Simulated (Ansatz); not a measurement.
# Pb: pressure against volume per atom

All results are calculated (Ansatz 0.2.0 development build). Equation of state of a cubic crystal from periodic Kohn-Sham density functional theory without spin; pressure corrected for the finite basis.

Cell of the first row (space group Im-3m, No. 229):
```
CELL_PARAMETERS angstrom
-1.95910 1.95910 1.95910
1.95910 -1.95910 1.95910
1.95910 1.95910 -1.95910
ATOMIC_POSITIONS crystal
Pb 0.00000 0.00000 0.00000
```

Settings of every row: formula Pb; structure type bcc; functional PBE; spin treatment none; k mesh 19x19x19; occupation method fermi-dirac; occupation width 0.061225619 eV; wave cutoff 420 eV; datasets soft-1 PAW; density cutoff ratio 4.

Limits: a cubic model structure, not a phase known at ambient conditions; modest k-mesh, values are not fully converged in k; no spin-orbit coupling with 6p elements.

| row | volume per atom (Å³) | pressure (GPa) | energy above lowest point (meV/atom) |
| --- | --- | --- | --- |
| 1 | 30.079 | 2.632 | 14.23 |
| 2 | 30.719 | 1.613 | 5.8 |
| 3 | 31.358 | 0.708 | 1.2 |
| 4 | 31.998 | ? | ? |
| 5 | 32.639 | -0.808 | 1.83 |
| 6 | 33.278 | -1.443 | 6.34 |
| 7 | 33.918 | -2.009 | 13.26 |

Question: what pressure should row 4 give?

Worked fit of pressure. Take u = (V_r/V)^(2/3) − 1 with V_r = 31.998 Å³ an atom, which is twice the finite (Eulerian) strain; such expansions in the strain, on which the Birch-Murnaghan equation of state is built, carry the rest volume and the bulk modulus. The shown rows have u = 0.04209, 0.02757, 0.01356, -0.01314, -0.02581, -0.0381. Least squares give pressure = −0.0938 + 56.713 × u + 179.7 × u² + 277 × u³ GPa; a parabola predicts inner rows, each left out in turn, worse (root mean square 0.0066 against 0.0016 GPa). The rows lie off it by 0.000, 0.001, -0.001, 0.001, 0.000, 0.000. The pressure vanishes at u = 0.0016, or V = 31.92 Å³ an atom, and there the bulk modulus at fixed shape and fractions is B = −V dP/dV = (2/3)(1 + u) dP/du = 38.3 GPa. The withheld row has u = 0, so the fit gives −0.0938 + 56.713 × (0) + 179.7 × (0)² + 277 × (0)³ = -0.094 GPa.

The calculation gave -0.094 GPa. The fit meets it to the printed digit.

The other values of row 4: energy above lowest point 0 meV/atom.
